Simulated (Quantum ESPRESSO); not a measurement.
# Rh in Quantum ESPRESSO: the effect of target pressure

Crystal: Rh.

```
CELL_PARAMETERS angstrom
0.00000 1.89785 1.89785
1.89785 0.00000 1.89785
1.89785 1.89785 0.00000
ATOMIC_POSITIONS crystal
Rh 0.00000 0.00000 0.00000
```

Alike in all runs:

| Item | Value |
| --- | --- |
| Program | Quantum ESPRESSO 7.5 |
| Task | phonons |
| Functional | LDA |
| Potentials or basis | PseudoDojo 0.4.1 SR LDA standard |
| Cutoff | 1197 eV |
| Density cutoff | 4789 eV |
| k mesh | 10 × 10 × 10 |
| Occupations | cold, width 0.2 eV |
| Spin | no spin polarisation |

Each run relaxes the cell or the atoms first.

Question: One run gave: relaxed volume 11.79 Å³/atom; highest phonon frequency 368 cm⁻¹. Which target pressure did it use?
A. 0 GPa
B. 50 GPa
C. 10 GPa

Answer: B.

```csv
target pressure,relaxed volume (Å³/atom),highest phonon frequency (cm⁻¹)
0 GPa,13.25,328
10 GPa,12.87,338
50 GPa,11.79,368
```

Caveats: the mesh is thin for the phonons of a metal; the q point doesn't lie on the k mesh, which can shift a metal's frequencies strongly unless the mesh is converged; the cell is more than 3 GPa from zero pressure, which shifts response properties (some runs).
